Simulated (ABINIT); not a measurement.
# BN (F-43m) in ABINIT: further runs

One crystal, BN, is run at these levels: PBEsol, BP86, LDA, RPBE; tasks: equation of state, band structure.

Program: ABINIT 10.8.3 (patched build). These are calculated values, not measurements. Logs are shortened: lines on timing, memory, paths and dates and some standing lists are left out, and cuts for length are marked. The log counts tension as positive stress, the text compression.

**Experimental background.**

From “Effect of nanostructuration on compressibility of cubic BN”, 2012, arxiv:1208.3664, for a bulk crystal of BN at 300 K: bulk modulus 395 ± 2 GPa.

The runs below are set against these values where they give the same quantity.

**1. The structure**

It takes space group F-43m (No. 216, cubic). Conventional cell: a = 3.626 Å, b = 3.626 Å, c = 3.626 Å, α = 90.00°, β = 90.00°, γ = 90.00°. N (site symmetry -43m) is surrounded by 4 B at 1.57 Å. B (site symmetry -43m) is surrounded by 4 N at 1.57 Å.

The cell is a database's computed one.

**2. Equation of state, PBEsol**

run.abi

```
ndtset 7
getwfk -1
scalecart1 3*0.9795861087
scalecart2 3*0.9864848297
scalecart3 3*0.9932883884
scalecart4 3*1.0000000000
scalecart5 3*1.0066227096
scalecart6 3*1.0131594038
scalecart7 3*1.0196128224

pp_dirpath "./"
pseudos "N.GGA_PBE-JTH.xml, B.GGA_PBE-JTH.xml"

acell 3*1.0
rprim
     0.0000000000     3.4260753537     3.4260753537
     3.4260753537     0.0000000000     3.4260753537
     3.4260753537     3.4260753537     0.0000000000
ntypat 2
znucl 7 5
natom 2
typat 1 2
xred
     0.2500000000     0.2500000000     0.2500000000
     0.0000000000     0.0000000000     0.0000000000

ecut 20.0
pawecutdg 40.0

kptopt 1
ngkpt 13 13 13
nshiftk 1
shiftk 0.0 0.0 0.0

ixc -116133

nband 8
occopt 3
tsmear 0.05 eV

nstep 100
tolvrs 1.0e-9

iomode 3
prtwf 1
prtden 0
prteig 0
prtebands 0
enunit 1
```

Potentials or basis: JTH PAW PBE v2.0.

On the command line:

```console
abinit run.abi > log 2>&1
```

run.abo:

```text
.Version 10.8.3 of ABINIT
 DATASET    1 : space group F-4 3 m (#216); Bravais cF (face-center cubic)
================================================================================
 Values of the parameters that define the memory need for DATASET  1.
     intxc =       0    ionmov =       0      iscf =      17    lmnmax =       8
     lnmax =       4     mgfft =      20  mpssoang =       2    mqgrid =    3001
     natom =       2  nloc_mem =       2    nspden =       1   nspinor =       1
    nsppol =       1      nsym =      24    n1xccc =       1    ntypat =       2
    occopt =       3   xclevel =       2
       mpw =         332          nfft =        8000          nkpt =          84
 PAW method is used; the additional fine FFT grid is defined by:
   mgfftf=        30    nfftf =     27000
================================================================================
================================================================================
[... 71 lines left out ...]
 DATASET    7 : space group F-4 3 m (#216); Bravais cF (face-center cubic)
================================================================================
 Values of the parameters that define the memory need for DATASET  7.
     intxc =       0    ionmov =       0      iscf =      17    lmnmax =       8
     lnmax =       4     mgfft =      20  mpssoang =       2    mqgrid =    3001
     natom =       2  nloc_mem =       2    nspden =       1   nspinor =       1
    nsppol =       1      nsym =      24    n1xccc =       1    ntypat =       2
    occopt =       3   xclevel =       2
       mpw =         373          nfft =        8000          nkpt =          84
 PAW method is used; the additional fine FFT grid is defined by:
   mgfftf=        30    nfftf =     27000
================================================================================
================================================================================

--------------------------------------------------------------------------------
------------- Echo of variables that govern the present computation ------------
--------------------------------------------------------------------------------
 -outvars: echo values of preprocessed input variables --------
            acell      1.0000000000E+00  1.0000000000E+00  1.0000000000E+00 Bohr
              amu      1.40067400E+01  1.08110000E+01
             ecut      2.00000000E+01 Hartree
           enunit           1
           getwfk          -1
                       outvar_i_n : Printing only first  50 k-points.
              ixc     -116133
           jdtset        1    2    3    4    5    6    7
                       outvar_i_n : Printing only first  50 k-points.
         kptrlatt       13    0    0      0   13    0      0    0   13
          kptrlen1     6.17018064E+01
          kptrlen2     6.21363405E+01
          kptrlen3     6.25648805E+01
          kptrlen4     6.29876290E+01
          kptrlen5     6.34047778E+01
          kptrlen6     6.38165086E+01
          kptrlen7     6.42229942E+01
            natom           2
            nband           8
           ndtset           7
            ngfft          20      20      20
          ngfftdg          30      30      30
             nkpt          84
            nstep         100
             nsym          24
           ntypat           2
                       prtocc : prtvol=0, do not print more k-points.
           occopt           3
        pawecutdg      4.00000000E+01 Hartree
         pawxcdev           0
           prtden           0
        prtebands           0
           prteig           0
            rprim1     0.0000000000E+00  3.3561358238E+00  3.3561358238E+00
                       3.3561358238E+00  0.0000000000E+00  3.3561358238E+00
                       3.3561358238E+00  3.3561358238E+00  0.0000000000E+00
            rprim2     0.0000000000E+00  3.3797713618E+00  3.3797713618E+00
                       3.3797713618E+00  0.0000000000E+00  3.3797713618E+00
                       3.3797713618E+00  3.3797713618E+00  0.0000000000E+00
            rprim3     0.0000000000E+00  3.4030808666E+00  3.4030808666E+00
                       3.4030808666E+00  0.0000000000E+00  3.4030808666E+00
                       3.4030808666E+00  3.4030808666E+00  0.0000000000E+00
            rprim4     0.0000000000E+00  3.4260753537E+00  3.4260753537E+00
                       3.4260753537E+00  0.0000000000E+00  3.4260753537E+00
                       3.4260753537E+00  3.4260753537E+00  0.0000000000E+00
            rprim5     0.0000000000E+00  3.4487652558E+00  3.4487652558E+00
                       3.4487652558E+00  0.0000000000E+00  3.4487652558E+00
                       3.4487652558E+00  3.4487652558E+00  0.0000000000E+00
[... 18 lines left out ...]
           xangst4     9.0650049939E-01  9.0650049939E-01  9.0650049939E-01
                       0.0000000000E+00  0.0000000000E+00  0.0000000000E+00
           xangst5     9.1250398895E-01  9.1250398895E-01  9.1250398895E-01
                       0.0000000000E+00  0.0000000000E+00  0.0000000000E+00
           xangst6     9.1842950551E-01  9.1842950551E-01  9.1842950551E-01
                       0.0000000000E+00  0.0000000000E+00  0.0000000000E+00
           xangst7     9.2427953269E-01  9.2427953269E-01  9.2427953269E-01
                       0.0000000000E+00  0.0000000000E+00  0.0000000000E+00
            xcart1     1.6780679119E+00  1.6780679119E+00  1.6780679119E+00
                       0.0000000000E+00  0.0000000000E+00  0.0000000000E+00
            xcart2     1.6898856809E+00  1.6898856809E+00  1.6898856809E+00
                       0.0000000000E+00  0.0000000000E+00  0.0000000000E+00
            xcart3     1.7015404333E+00  1.7015404333E+00  1.7015404333E+00
                       0.0000000000E+00  0.0000000000E+00  0.0000000000E+00
            xcart4     1.7130376768E+00  1.7130376768E+00  1.7130376768E+00
                       0.0000000000E+00  0.0000000000E+00  0.0000000000E+00
            xcart5     1.7243826279E+00  1.7243826279E+00  1.7243826279E+00
                       0.0000000000E+00  0.0000000000E+00  0.0000000000E+00
            xcart6     1.7355802314E+00  1.7355802314E+00  1.7355802314E+00
                       0.0000000000E+00  0.0000000000E+00  0.0000000000E+00
            xcart7     1.7466351806E+00  1.7466351806E+00  1.7466351806E+00
                       0.0000000000E+00  0.0000000000E+00  0.0000000000E+00
             xred      2.5000000000E-01  2.5000000000E-01  2.5000000000E-01
                       0.0000000000E+00  0.0000000000E+00  0.0000000000E+00
            znucl        7.00000    5.00000

================================================================================

 chkinp: Checking input parameters for consistency, jdtset=   1.

 chkinp: Checking input parameters for consistency, jdtset=   2.
[... 36 lines left out ...]
 getcut: wavevector=  0.0000  0.0000  0.0000  ngfft=  30  30  30
         ecut(hartree)=     40.000   => boxcut(ratio)=   2.22256

 getcut : COMMENT -
  Note that boxcut > 2.2 ; recall that boxcut=Gcut(box)/Gcut(sphere) = 2
  is sufficient for exact treatment of convolution.
  Such a large boxcut is a waste : you could raise ecut
  e.g. ecut=   49.397759 Hartrees makes boxcut=2

--- Pseudopotential description ------------------------------------------------
- pspini: atom type   1  psp file is ./N.GGA_PBE-JTH.xml
 Pseudopotential format is: paw10
 basis_size (lnmax)=  4 (lmn_size=  8), orbitals=   0   0   1   1
 Spheres core radius: rc_sph= 1.20497474
 Shapefunction is SIN type: shapef(r)=[sin(pi*r/rshp)/(pi*r/rshp)]**2
 Radius for shape functions =  1.00243812
 Compensation charge density is not taken into account in XC energy/potential

- pspini: atom type   2  psp file is ./B.GGA_PBE-JTH.xml
 Pseudopotential format is: paw10
 basis_size (lnmax)=  4 (lmn_size=  8), orbitals=   0   0   1   1
 Spheres core radius: rc_sph= 1.70616958
 Shapefunction is SIN type: shapef(r)=[sin(pi*r/rshp)/(pi*r/rshp)]**2
 Radius for shape functions =  1.40269776
 Compensation charge density is not taken into account in XC energy/potential

   5.83076110E+01                                ecore*ucvol(ha*bohr**3)
--------------------------------------------------------------------------------

[... 170 lines left out ...]
 getcut: wavevector=  0.0000  0.0000  0.0000  ngfft=  30  30  30
         ecut(hartree)=     40.000   => boxcut(ratio)=   2.20702

 getcut : COMMENT -
  Note that boxcut > 2.2 ; recall that boxcut=Gcut(box)/Gcut(sphere) = 2
  is sufficient for exact treatment of convolution.
  Such a large boxcut is a waste : you could raise ecut
  e.g. ecut=   48.709274 Hartrees makes boxcut=2

--------------------------------------------------------------------------------

-inwffil : will read wavefunctions from disk file runo_DS1_WFK.nc

================================================================================
[... 1005 lines left out ...]
-Cartesian components of stress tensor (GPa)         [Pressure= -3.2266E+01 GPa]
- sigma(1 1)=  3.22656291E+01  sigma(3 2)=  0.00000000E+00
- sigma(2 2)=  3.22656291E+01  sigma(3 1)=  0.00000000E+00
- sigma(3 3)=  3.22656291E+01  sigma(2 1)=  0.00000000E+00

== END DATASET(S) ==============================================================
================================================================================

 -outvars: echo values of variables after computation  --------
            acell      1.0000000000E+00  1.0000000000E+00  1.0000000000E+00 Bohr
           etotal1    -1.2940055717E+01
           etotal2    -1.2940833715E+01
           etotal3    -1.2941108903E+01
           etotal4    -1.2940957083E+01
           etotal5    -1.2940398483E+01
           etotal6    -1.2939486399E+01
           etotal7    -1.2938245250E+01
            fcart1     8.0230519993E-29  8.0230519993E-29 -2.4069155998E-28
                      -8.0230519993E-29 -8.0230519993E-29  2.4069155998E-28
            fcart2    -2.4896702828E-30 -1.2448351414E-29  7.4690108485E-30
                       2.4896702828E-30  1.2448351414E-29 -7.4690108485E-30
            fcart3    -3.9561875381E-29 -3.9561875381E-29  1.1868562614E-28
                       3.9561875381E-29  3.9561875381E-29 -1.1868562614E-28
            fcart4    -2.4560219650E-30 -1.2280109825E-29  7.3680658949E-30
                       2.4560219650E-30  1.2280109825E-29 -7.3680658949E-30
            fcart5    -4.8797269157E-30 -4.8797269157E-30  1.4639180747E-29
                       4.8797269157E-30  4.8797269157E-30 -1.4639180747E-29
[... 38 lines left out ...]
                       0.0000000000E+00  0.0000000000E+00  0.0000000000E+00
           xangst1     8.8799529673E-01  8.8799529673E-01  8.8799529673E-01
                       0.0000000000E+00  0.0000000000E+00  0.0000000000E+00
           xangst2     8.9424899077E-01  8.9424899077E-01  8.9424899077E-01
                       0.0000000000E+00  0.0000000000E+00  0.0000000000E+00
           xangst3     9.0041642013E-01  9.0041642013E-01  9.0041642013E-01
                       0.0000000000E+00  0.0000000000E+00  0.0000000000E+00
           xangst4     9.0650049939E-01  9.0650049939E-01  9.0650049939E-01
                       0.0000000000E+00  0.0000000000E+00  0.0000000000E+00
           xangst5     9.1250398895E-01  9.1250398895E-01  9.1250398895E-01
                       0.0000000000E+00  0.0000000000E+00  0.0000000000E+00
           xangst6     9.1842950551E-01  9.1842950551E-01  9.1842950551E-01
                       0.0000000000E+00  0.0000000000E+00  0.0000000000E+00
           xangst7     9.2427953269E-01  9.2427953269E-01  9.2427953269E-01
                       0.0000000000E+00  0.0000000000E+00  0.0000000000E+00
             xred      2.5000000000E-01  2.5000000000E-01  2.5000000000E-01
                       0.0000000000E+00  0.0000000000E+00  0.0000000000E+00
 Calculation completed.
```

Run time: 58 s. Hardware: 1 thread of Arm Neoverse V1, shared host; peak memory 0.12 GiB.

Results:

- Equilibrium volume: 5.86 Å³/atom
- Bulk modulus: 391 GPa
- Pressure derivative of the bulk modulus: 4.1 (rough: it moves with the points fitted)

Energy against volume, from the lowest point:
```csv
volume (Å³/atom),energy (meV/atom)
5.602,14.33
5.721,3.74
5.840,0.00
5.959,2.07
6.078,9.67
6.198,22.08
6.317,38.96
```

Caveat: the cutoff is too short for stress, so the log's stress isn't used; pressures at fixed basis lie under the slope of the energies; the PAW data sets were made with another functional, which shifts forces and pressure a little; the atomic spheres overlap.

**3. Equation of state, BP86**

Edit run.abi of step 2 so:

```diff
@@ -1 +1,2 @@
+# Datasets: one volume each
 ndtset 7
@@ -10,2 +11,3 @@
 
+# Pseudopotentials
 pp_dirpath "./"
@@ -13,2 +15,3 @@
 
+# Structure
 acell 3*1.0
@@ -26,5 +29,7 @@
 
-ecut 20.0
-pawecutdg 40.0
+# Plane-wave basis
+ecut 25.0
+pawecutdg 47.0
 
+# k points
 kptopt 1
@@ -34,4 +39,6 @@
 
-ixc -116133
+# Exchange and correlation
+ixc -106132
 
+# Bands and occupations
 nband 8
@@ -40,2 +47,3 @@
 
+# SCF cycle
 nstep 100
@@ -43,2 +51,3 @@
 
+# Output
 iomode 3
@@ -48,2 +57,2 @@
 prtebands 0
-enunit 1
+enunit 2
```

Potentials or basis: JTH PAW PBE v2.0.

On the command line:

```console
abinit run.abi > log 2>&1
```

run.abo:

```text
.Version 10.8.3 of ABINIT
 DATASET    1 : space group F-4 3 m (#216); Bravais cF (face-center cubic)
================================================================================
 Values of the parameters that define the memory need for DATASET  1.
     intxc =       0    ionmov =       0      iscf =      17    lmnmax =       8
     lnmax =       4     mgfft =      24  mpssoang =       2    mqgrid =    3001
     natom =       2  nloc_mem =       2    nspden =       1   nspinor =       1
    nsppol =       1      nsym =      24    n1xccc =       1    ntypat =       2
    occopt =       3   xclevel =       2
       mpw =         465          nfft =       13824          nkpt =          84
 PAW method is used; the additional fine FFT grid is defined by:
   mgfftf=        30    nfftf =     27000
================================================================================
================================================================================
[... 71 lines left out ...]
 DATASET    7 : space group F-4 3 m (#216); Bravais cF (face-center cubic)
================================================================================
 Values of the parameters that define the memory need for DATASET  7.
     intxc =       0    ionmov =       0      iscf =      17    lmnmax =       8
     lnmax =       4     mgfft =      24  mpssoang =       2    mqgrid =    3001
     natom =       2  nloc_mem =       2    nspden =       1   nspinor =       1
    nsppol =       1      nsym =      24    n1xccc =       1    ntypat =       2
    occopt =       3   xclevel =       2
       mpw =         532          nfft =       13824          nkpt =          84
 PAW method is used; the additional fine FFT grid is defined by:
   mgfftf=        32    nfftf =     32768
================================================================================
================================================================================

--------------------------------------------------------------------------------
------------- Echo of variables that govern the present computation ------------
--------------------------------------------------------------------------------
 -outvars: echo values of preprocessed input variables --------
            acell      1.0000000000E+00  1.0000000000E+00  1.0000000000E+00 Bohr
              amu      1.40067400E+01  1.08110000E+01
             ecut      2.50000000E+01 Hartree
           enunit           2
           getwfk          -1
                       outvar_i_n : Printing only first  50 k-points.
              ixc     -106132
[... 153 lines left out ...]
 Spheres core radius: rc_sph= 1.70616958
 Shapefunction is SIN type: shapef(r)=[sin(pi*r/rshp)/(pi*r/rshp)]**2
 Radius for shape functions =  1.40269776
 Compensation charge density is not taken into account in XC energy/potential

   5.83076110E+01                                ecore*ucvol(ha*bohr**3)
--------------------------------------------------------------------------------

[... 1256 lines left out ...]
-Cartesian components of stress tensor (GPa)         [Pressure= -1.8391E+01 GPa]
- sigma(1 1)=  1.83911798E+01  sigma(3 2)=  0.00000000E+00
- sigma(2 2)=  1.83911798E+01  sigma(3 1)=  0.00000000E+00
- sigma(3 3)=  1.83911798E+01  sigma(2 1)=  0.00000000E+00

== END DATASET(S) ==============================================================
================================================================================

 -outvars: echo values of variables after computation  --------
            acell      1.0000000000E+00  1.0000000000E+00  1.0000000000E+00 Bohr
           etotal1    -1.2963061430E+01
           etotal2    -1.2964301779E+01
           etotal3    -1.2965045150E+01
           etotal4    -1.2965340564E+01
           etotal5    -1.2965225789E+01
           etotal6    -1.2964743199E+01
           etotal7    -1.2963922002E+01
            fcart1     3.1340046872E-30  6.2680093745E-31 -1.8804028123E-30
                      -3.1340046872E-30 -6.2680093745E-31  1.8804028123E-30
            fcart2    -0.0000000000E+00 -0.0000000000E+00 -0.0000000000E+00
                      -0.0000000000E+00 -0.0000000000E+00 -0.0000000000E+00
            fcart3    -1.2363086057E-30  3.4314456989E-47  1.2363086057E-30
                       1.2363086057E-30 -3.4314456989E-47 -1.2363086057E-30
            fcart4    -0.0000000000E+00 -0.0000000000E+00 -0.0000000000E+00
                      -0.0000000000E+00 -0.0000000000E+00 -0.0000000000E+00
            fcart5    -3.9037815325E-29 -7.8488091730E-46  3.9037815325E-29
                       3.9037815325E-29  7.8488091730E-46 -3.9037815325E-29
[... 38 lines left out ...]
                       0.0000000000E+00  0.0000000000E+00  0.0000000000E+00
           xangst1     8.8799529673E-01  8.8799529673E-01  8.8799529673E-01
                       0.0000000000E+00  0.0000000000E+00  0.0000000000E+00
           xangst2     8.9424899077E-01  8.9424899077E-01  8.9424899077E-01
                       0.0000000000E+00  0.0000000000E+00  0.0000000000E+00
           xangst3     9.0041642013E-01  9.0041642013E-01  9.0041642013E-01
                       0.0000000000E+00  0.0000000000E+00  0.0000000000E+00
           xangst4     9.0650049939E-01  9.0650049939E-01  9.0650049939E-01
                       0.0000000000E+00  0.0000000000E+00  0.0000000000E+00
           xangst5     9.1250398895E-01  9.1250398895E-01  9.1250398895E-01
                       0.0000000000E+00  0.0000000000E+00  0.0000000000E+00
           xangst6     9.1842950551E-01  9.1842950551E-01  9.1842950551E-01
                       0.0000000000E+00  0.0000000000E+00  0.0000000000E+00
           xangst7     9.2427953269E-01  9.2427953269E-01  9.2427953269E-01
                       0.0000000000E+00  0.0000000000E+00  0.0000000000E+00
             xred      2.5000000000E-01  2.5000000000E-01  2.5000000000E-01
                       0.0000000000E+00  0.0000000000E+00  0.0000000000E+00
 Calculation completed.
```

It took 68 s on 1 thread of Arm Neoverse V1, shared host; peak memory 0.12 GiB.

Results:

| Quantity | Value |
| --- | --- |
| Equilibrium volume | 5.98 Å³/atom |
| Bulk modulus | 367 GPa |
| Pressure derivative of the bulk modulus | 3.9 |

Energy against volume, from the lowest point:
```tsv
volume (Å³/atom)	energy (meV/atom)
5.602	31.01
5.721	14.13
5.840	4.02
5.959	0.00
6.078	1.56
6.198	8.13
6.317	19.30
```

Caveat: the cutoff is too short for stress, so the log's stress isn't used; pressures at fixed basis lie under the slope of the energies; the PAW data sets were made with another functional, which shifts forces and pressure a little; the atomic spheres overlap.

(Part 1 of 2 ends here.)
